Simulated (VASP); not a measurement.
# KBr (Fm-3m) in VASP: further runs, part 2 of 2

VASP 6.6.1.

## 4. Relaxation of cell and atoms, PBE+D3(BJ)

Input file INCAR:

```
  ALGO = Normal
  EDIFF = 1E-6
  EDIFFG = -0.01
  ENCUT = 600
  GGA = PE
  IBRION = 2
  ISIF = 3
  ISMEAR = 0
  IVDW = 12
  LASPH = T
  LCHARG = F
  LREAL = F
  LWAVE = F
  NELM = 80
  NSW = 90
  PREC = Accurate
  SIGMA = 0.03
```

Input file KPOINTS:

```
k-points
0
Gamma
  8 8 8
```

Input file POSCAR:

```
KBr
1.0
    0.0000000000      3.3000000000      3.3000000000
    3.3000000000      0.0000000000      3.3000000000
    3.3000000000      3.3000000000      0.0000000000
K Br
1 1
Direct
    0.0000000000      0.0000000000      0.0000000000
    0.5000000000      0.5000000000      0.5000000000
```

Potentials or basis: VASP PAW PBE potentials, release 64 (K_sv, Br).

The run is started by

```
cat potpaw_PBE.64/K_sv/POTCAR potpaw_PBE.64/Br/POTCAR > POTCAR
mpirun -np 1 vasp_std > vasp.out
```

OUTCAR:

```text
EDIFF = 1E-6
   EDIFFG = -0.01
   ENCUT = 600
   GGA = PE
   IBRION = 2
   ISIF = 3
   ISMEAR = 0
   IVDW = 12
   LASPH = T
   LREAL = F
   NELM = 80
   NSW = 90
   PREC = Accurate
 IVDW          = 12

 ion  position               nearest neighbor table
   1  0.000  0.000  0.000-   2 3.30   2 3.30   2 3.30   2 3.30   2 3.30   2 3.30
   2  0.500  0.500  0.500-   1 3.30   1 3.30   1 3.30   1 3.30   1 3.30   1 3.30

  LATTYP: Found a face centered cubic cell.
 ALAT       =     6.6000000000

  Lattice vectors:

 A1 = (   0.0000000000,   3.3000000000,   3.3000000000)
 A2 = (   3.3000000000,   0.0000000000,   3.3000000000)
 A3 = (   3.3000000000,   3.3000000000,   0.0000000000)

Analysis of symmetry for initial positions (statically):
=====================================================================
 Subroutine PRICEL returns:
 Original cell was already a primitive cell.

 Routine SETGRP: Setting up the symmetry group for a
 face centered cubic supercell.

 Subroutine GETGRP returns: Found 48 space group operations
 (whereof 48 operations were pure point group operations)
 out of a pool of 48 trial point group operations.

The static configuration has the point symmetry O_h .

Analysis of symmetry for dynamics (positions and initial velocities):
=====================================================================
 Subroutine PRICEL returns:
 Original cell was already a primitive cell.

 Routine SETGRP: Setting up the symmetry group for a
 face centered cubic supercell.

 Subroutine GETGRP returns: Found 48 space group operations
 (whereof 48 operations were pure point group operations)
 out of a pool of 48 trial point group operations.

The dynamic configuration has the point symmetry O_h .

 Subroutine INISYM returns: Found 48 space group operations
 (whereof 48 operations are pure point group operations),
 and found     1 'primitive' translations

----------------------------------------------------------------------------------------

                                     Primitive cell

  volume of cell :      71.8740

  direct lattice vectors                    reciprocal lattice vectors
     0.000000000  3.300000000  3.300000000    -0.151515152  0.151515152  0.151515152
     3.300000000  0.000000000  3.300000000     0.151515152 -0.151515152  0.151515152
     3.300000000  3.300000000  0.000000000     0.151515152  0.151515152 -0.151515152

  length of vectors
[... 105 lines left out ...]
  Thomas-Fermi vector in A             =   2.123975
   LORBIT       =      0    0 simple, 1 ext, 2 COOP (PROOUT), +10 PAW based schemes
   GGA     = PE    functional components
   LHFCALC =     F    Hartree Fock is set to
   AEXX    =    0.0000 exact exchange contribution
   IVDW    =    12    specifies the selected vdW correction
   LEPSILON=     F    determine dielectric tensor
   LRPA    =     F    only Hartree local field effects (RPA)
 conjugate gradient relaxation of ions
 non-spin polarized calculation
 Gauss-broadening in eV      SIGMA  =   0.03
  energy-cutoff  :      600.00
  volume of cell :       71.87
 maximum number of plane-waves:      2421
 NGX is ok and might be reduce to    40
   NGX = 19   NGY = 19   NGZ = 19

--------------------------------------- Ionic step        1  -------------------------------------------

 number of electron      16.0000000 magnetization

 Free energy of the ion-electron system (eV)
  ---------------------------------------------------
  ext. energy  EPLUGINS =         0.00000000
  ---------------------------------------------------
  free energy    TOTEN  =        -6.21517273 eV

  energy without entropy =       -6.21517273  energy(sigma->0) =       -6.21517273

------------------------ aborting loop because EDIFF is reached ----------------------------------------

 Edisp (eV)   -0.41346

 E8    (eV) :    -0.1934
[... 71 lines left out ...]
--------------------------------------- Ionic step        3  -------------------------------------------

 number of electron      16.0000000 magnetization

 Free energy of the ion-electron system (eV)
  ---------------------------------------------------
  ext. energy  EPLUGINS =         0.00000000
  ---------------------------------------------------
  free energy    TOTEN  =        -6.21135713 eV

  energy without entropy =       -6.21135713  energy(sigma->0) =       -6.21135713

 E-fermi :  -1.5635     XC(G=0):  -7.4108

 val. band max:       -1.7004158097   @ k =   0.0000   0.0000   0.0000
 cond. band min:       2.7607726353   @ k =   0.0000   0.0000   0.0000
 fundamental gap:      4.4611884450
 Fermi energy:        -1.5635495028

 k-point     1 :       0.0000    0.0000    0.0000
  band No.  band energies     occupation
      1     -29.4600      2.00000
      2     -14.0053      2.00000
      3     -12.9386      2.00000
      4     -12.9386      2.00000
      5     -12.9386      2.00000
      6      -1.7004      2.00000
      7      -1.7004      2.00000
      8      -1.7004      2.00000
      9       2.7608      0.00000
     10       5.9054      0.00000
     11       5.9054      0.00000
     12       5.9054      0.00000
[... 331 lines left out ...]
 k-point    24 :      -0.3750    0.2500    0.1250
  band No.  band energies     occupation
      1     -29.4532      2.00000
      2     -14.1022      2.00000
      3     -12.9744      2.00000
      4     -12.9592      2.00000
      5     -12.7695      2.00000
      6      -2.6786      2.00000
      7      -2.1747      2.00000
      8      -2.0663      2.00000
      9       5.3335      0.00000
     10       6.1215      0.00000
     11       7.2288      0.00000
     12       7.6506      0.00000

 [... further k-points ...]

------------------------ aborting loop because EDIFF is reached ----------------------------------------

 Edisp (eV)   -0.41782

 E8    (eV) :    -0.1954
[... 25 lines left out ...]
  FREE ENERGIE OF THE ION-ELECTRON SYSTEM (eV)
  ---------------------------------------------------
  free  energy   TOTEN  =        -6.6291723707 eV

  energy  without entropy=       -6.6291723707  energy(sigma->0) =       -6.62917237

 reached required accuracy - stopping structural energy minimisation
```

Wall time 68 s (1 thread of Intel Xeon Platinum 8259CL at 2.50GHz (Skylake/Cascade Lake), shared host); peak memory 0.27 GiB.

Results:

| Property | Result |
| --- | --- |
| Free energy | -6.6292 eV |
| Relaxed volume | 35.58 Å³/atom |
| Relaxed cell | a = 4.651 Å, b = 4.651 Å, c = 4.651 Å, α = 60.00°, β = 60.00°, γ = 60.00° |
| Space group after relaxing (to 0.05 Å) | Fm-3m (No. 225) |
| Energy gained by relaxing | 0.3 meV/atom |
| Ionic steps | 3 |
| Pressure after relaxing | 0.0 GPa |
| Band gap on the k mesh | 4.46 eV, direct |
| Dispersion energy per atom | -0.209 eV |

Step by step:
| step | energy change (eV) | largest force (eV/Å) | pressure (GPa) | volume (Å³) |
| --- | --- | --- | --- | --- |
| 1 | 0.0000 | 0.0000 | -0.19 | 71.87 |
| 2 | -0.0004 | 0.0000 | -0.10 | 71.43 |
| 3 | -0.0005 | 0.0000 | -0.04 | 71.16 |

Final structure:
```
K Br
1.0
     0.00000    3.28897    3.28897
     3.28897    0.00000    3.28897
     3.28897    3.28897    0.00000
K Br
1 1
Direct
  0.00000 0.00000 0.00000
  0.50000 0.50000 0.50000
```

Levels at points of the mesh, in eV from the valence-band top:
| k point | band 4 | band 5 | band 6 | band 7 | band 8 | band 9 | band 10 | band 11 | band 12 |
| --- | --- | --- | --- | --- | --- | --- | --- | --- | --- |
| (0.00, 0.00, 0.00) | -11.24 | -11.24 | 0.00 | 0.00 | 0.00 | 4.46 | 7.61 | 7.61 | 7.61 |
| (0.50, 0.00, 0.00) | -11.24 | -10.98 | -1.20 | -0.34 | -0.34 | 6.61 | 8.27 | 9.79 | 9.79 |
| (0.50, 0.50, 0.00) | -11.28 | -11.28 | -0.82 | -0.29 | -0.29 | 5.85 | 7.24 | 9.38 | 9.57 |

A k mesh can miss the band edges. As with any semilocal functional, this PBE gap is likely too small.
